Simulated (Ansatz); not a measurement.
# Hf8Si15: the cost of one run

Method: DFT PBEsol, scalar-relativistic, plane waves, PAW, in Ansatz 0.2.0.

2 further runs of the same task are left out: 2 set aside as unsound or not needed. Runs told in other sessions of the task aren't counted.

## Step 1: The system as given

It takes space group Cmcm (No. 63, orthorhombic). Conventional cell: a = 3.650 Å, b = 14.345 Å, c = 3.636 Å, α = 90.00°, β = 90.00°, γ = 90.00°. Hf (site symmetry m2m) is surrounded by 10 Si at 2.67 to 2.93 Å. Si (site symmetry m2m) is surrounded by 2 Si at 2.41 Å and 6 Hf at 2.67 to 2.93 Å. Around Si (site symmetry m2m) lie 4 Si at 2.58 Å and 4 Hf at 2.77 Å.

As a file:

```xyz
6
Lattice="1.8250 -7.1725 0.0000 1.8250 7.1725 0.0000 0.0000 0.0000 3.6361" Properties=species:S:1:pos:R:3 pbc="T T T"
Hf    1.8250   -5.6706    0.9090
Hf    1.8250    5.6706    2.7271
Si    1.8250   -0.7916    0.9090
Si    1.8250    0.7916    2.7271
Si    1.8250    3.5831    0.9090
Si    1.8250   -3.5831    2.7271
```

This cell was relaxed beforehand with the same method: volume 15.87 Å³/atom, gap on the mesh none (metal).

Reference energy of this cell: -33686.0041 eV (6 atoms, 10×10×10 mesh, zero smearing).

## Step 2: Next cell: 1 of 16 Si atoms taken out at random

From a supercell with 16 Si sites, 1 are emptied at random; the cell stays neutral and all atoms are shaken by 0.02 Å.

The cell holds 8 Hf, 15 Si: a = 7.272 Å, b = 7.300 Å, c = 7.401 Å, α = 104.28°, β = 90.00°, γ = 90.00°.

## Step 3: Relaxation without symmetry, coarse mesh

A cheap relaxation: coarse mesh, no symmetry, loose thresholds.

input.yaml

```yaml
crystal:
  lattice:
    - [0.0, 0.0, 7.2721856022]
    - [-7.3000215323, 0.0, 0.0]
    - [1.8250053831, -7.1725175953, 0.0]
  atoms:
    - { symbol: Hf, position: [0.1239944733, 0.4473370733, 0.7860773477] }
    - { symbol: Hf, position: [0.6206760946, 0.4460045561, 0.7922848141] }
    - { symbol: Hf, position: [0.1257711925, 0.9486211872, 0.788248272] }
    - { symbol: Hf, position: [0.6283844175, 0.9413648116, 0.7865611671] }
    - { symbol: Hf, position: [0.3754478864, 0.0519388351, 0.2130776491] }
    - { symbol: Hf, position: [0.8802387315, 0.054706158, 0.2105774842] }
    - { symbol: Hf, position: [0.3733188824, 0.5464723059, 0.2078811453] }
    - { symbol: Hf, position: [0.8709961892, 0.5530851043, 0.2094388343] }
    - { symbol: Si, position: [0.1251156178, 0.2788315377, 0.1083462131] }
    - { symbol: Si, position: [0.6233740193, 0.2777268195, 0.1035648448] }
    - { symbol: Si, position: [0.1225713733, 0.7782387342, 0.110530178] }
    - { symbol: Si, position: [0.6276844357, 0.7843376432, 0.1141851561] }
    - { symbol: Si, position: [0.3767406217, 0.2263636514, 0.8918876612] }
    - { symbol: Si, position: [0.8749533182, 0.2280643634, 0.8904259958] }
    - { symbol: Si, position: [0.3697099649, 0.720479199, 0.8945005701] }
    - { symbol: Si, position: [0.874288618, 0.7197361227, 0.8880806915] }
    - { symbol: Si, position: [0.1261038425, 0.1274582088, 0.4962290355] }
    - { symbol: Si, position: [0.6268885847, 0.1242223445, 0.4951101233] }
    - { symbol: Si, position: [0.1275563107, 0.625991922, 0.500669604] }
    - { symbol: Si, position: [0.3785191405, 0.3711051191, 0.4927199224] }
    - { symbol: Si, position: [0.8744283555, 0.3704524796, 0.5003649235] }
    - { symbol: Si, position: [0.3771337888, 0.8803505198, 0.5040076843] }
    - { symbol: Si, position: [0.8754886989, 0.8720785321, 0.4979988766] }
  symmetry: { detect: false }
basis:
  ecutwfc: 420
kpoints:
  mp_grid: { grid: [2, 2, 2], shift: [0.5, 0.5, 0.5] }
hamiltonian:
  xc: pbesol
scf:
  occupations: { method: gaussian, width: 0.1 }
  lower_state_search: "off"
output:
  forces: true
  stress: true
  eigenvalues: true
relax:
  adjacent_minimum: "off"
  f_tol: 0.04
  max_steps: 50
  cell: { stress_tol: 0.3 }
```

On the command line:

```console
$ ansatz run input.yaml --threads 4 --pin off --max-ram 9216MiB --backend cpu --events-out ev --progress --plain --runs-dir out
```

**Question.** How long does this run take on 4 threads of Intel Xeon 6975P-C (Granite Rapids), shared host, and how much memory does it need?

About 34 s, with a peak of 1.4 GiB.
